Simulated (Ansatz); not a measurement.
# FeS2: the cost of one run

Method: DFT PBE+U (U_eff = 4 eV on Fe 3d), scalar-relativistic, plane waves, PAW, in Ansatz 0.2.0.

## Step 1: Starting point

Symmetry: Pbca, No. 61, orthorhombic system. Conventional cell: a = 5.953 Å, b = 6.022 Å, c = 6.031 Å, α = 90.00°, β = 90.00°, γ = 90.00°. Around Fe (site symmetry -1) lie 6 S at 2.54 to 2.55 Å. S (site symmetry 1) is surrounded by 1 S at 2.10 Å and 3 Fe at 2.54 to 2.55 Å.

Structure file:

```xyz
12
Lattice="6.0309 0.0000 0.0000 0.0000 5.9531 0.0000 0.0000 0.0000 6.0220" Properties=species:S:1:pos:R:3 pbc="T T T"
Fe    0.0000    0.0000    0.0000
Fe    3.0154    0.0000    3.0110
Fe    3.0154    2.9766    0.0000
Fe    0.0000    2.9766    3.0110
S     2.4073    2.3877    2.3910
S     0.6082    3.5655    5.4019
S     5.4227    0.5889    3.6310
S     3.6236    5.3643    0.6200
S     3.6236    3.5655    3.6310
S     5.4227    2.3877    0.6200
S     0.6082    5.3643    2.3910
S     2.4073    0.5889    5.4019
```

The moments start at Fe 3.84, -3.84 μB.

## Step 2: The electronic structure

The input, input.yaml:

```yaml
crystal:
  lattice:
    - [6.0308953981, 8.34e-08, 0.0]
    - [8.34e-08, 5.9531460191, 0.0]
    - [0.0, 0.0, 6.0219712165]
  atoms:
    - { symbol: Fe, position: [0.0, 0.0, 0.0], spin: 3.84 }
    - { symbol: Fe, position: [0.5, 0.0, 0.5], spin: 3.84 }
    - { symbol: Fe, position: [0.5, 0.5, 0.0], spin: -3.84 }
    - { symbol: Fe, position: [0.0, 0.5, 0.5], spin: -3.84 }
    - { symbol: S, position: [0.3991553593, 0.4010804004, 0.397039377] }
    - { symbol: S, position: [0.1008446407, 0.5989195996, 0.897039377] }
    - { symbol: S, position: [0.8991553704, 0.098919524, 0.6029607013] }
    - { symbol: S, position: [0.6008446296, 0.901080476, 0.1029607013] }
    - { symbol: S, position: [0.6008446407, 0.5989195996, 0.602960623] }
    - { symbol: S, position: [0.8991553593, 0.4010804004, 0.102960623] }
    - { symbol: S, position: [0.1008446296, 0.901080476, 0.3970392987] }
    - { symbol: S, position: [0.3991553704, 0.098919524, 0.8970392987] }
basis:
  ecutwfc: 420
  ecutrho_ratio: 4
kpoints:
  mp_grid: { grid: [4, 4, 4] }
  band_path:
    path:
      - [[0.0, 0.0, 0.0], [1.0e-08, 0.5, 0.0], [1.0e-08, 0.5, 0.5], [0.0, 0.0, 0.5], [0.0, 0.0, 0.0], [0.5, 0.0, 0.0], [0.50000001, 0.5, 0.0], [0.50000001, 0.5, 0.5], [0.5, 0.0, 0.5], [0.5, 0.0, 0.0]]
      - [[1.0e-08, 0.5, 0.0], [0.50000001, 0.5, 0.0]]
      - [[0.0, 0.0, 0.5], [0.5, 0.0, 0.5]]
      - [[1.0e-08, 0.5, 0.5], [0.50000001, 0.5, 0.5]]
    npoints: 10
hamiltonian:
  xc: pbe
  hubbard: { sites: [{ species: Fe, l: d, u_eff: 4.0 }] }
scf:
  occupations: { method: gaussian, width: 0.05 }
  lower_state_search: "off"
  n_extra_bands: 43
output:
  forces: true
  stress: true
  eigenvalues: true
  populations: true
  hubbard: { sites: [{ species: Fe, l: d }] }
  dos: { projected: true, de: 0.02, nscf_kmesh: { grid: [6, 6, 6] } }
  bader: false
magnetization:
  spin_polarized: true
checkpoint:
  read: start.run
  write: ck
  compress: false
  write_wavefunctions: false
  write_every: 100000
```

The run starts from a saved state of the same cell, the folder start.run.

Run with:

```bash
> ansatz run input.yaml --threads 8 --pin off --max-ram 22528MiB --backend cpu --events-out ev --progress --plain --runs-dir out
```

What time and memory should one allow on 8 threads of AMD EPYC 9R45 (Zen 5), shared host?

About 19 s, with a peak of 3.9 GiB.
